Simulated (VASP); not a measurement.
Input of a VASP 6.6.1 run:

Contents of INCAR:

```
PREC = Accurate ; ENCUT = 520
EDIFF = 1E-6 ; ISMEAR = -1
SIGMA = 0.05 ; LREAL = False
LASPH = True ; NELM = 80
ALGO = Normal ; ISIF = 2
LWAVE = False ; LCHARG = True
GGA = PS ; LELF = True
LVHAR = True ; NBANDS = 16
```

File KPOINTS:

```
regular mesh
0
Gamma
  7 7 7
```

File POSCAR:

```
InP
1.0
    0.0000000000      2.9305000000      2.9305000000
    2.9305000000      0.0000000000      2.9305000000
    2.9305000000      2.9305000000      0.0000000000
In P
1 1
Direct
    0.0000000000      0.0000000000      0.0000000000
    0.7500000000      0.7500000000      0.7500000000
```

Potentials or basis: VASP PAW PBE potentials, release 64 (In_d, P).

The run is started by

```console
$ cat potpaw_PBE.64/In_d/POTCAR potpaw_PBE.64/P/POTCAR > POTCAR
$ mpirun -np 1 vasp_std > vasp.out
```

Question: Estimate the band gap on the k mesh.

Answer: 0.61 eV, direct.

Question: What does it give for the pressure?

Answer: 0.6 GPa.

Caveat: the PAW data sets were made with another functional, which shifts forces and pressure a little; spin-orbit coupling is left out, which moves the levels of the heavy elements.

**Measured values to compare with.**

From a printed reference work, data compilation, for a bulk crystal of InP at 1.6 K: band gap 1.4236 eV (direct).

Measured gap of InP: 1.4236 eV (direct; 1.6 K; a printed reference work, data compilation). This calculation gives 0.61 eV (-0.81 eV). Spin-orbit coupling on In is left out. The value is that of PBEsol, without temperature or zero-point motion. Semilocal functionals fall short of measured gaps as a rule.
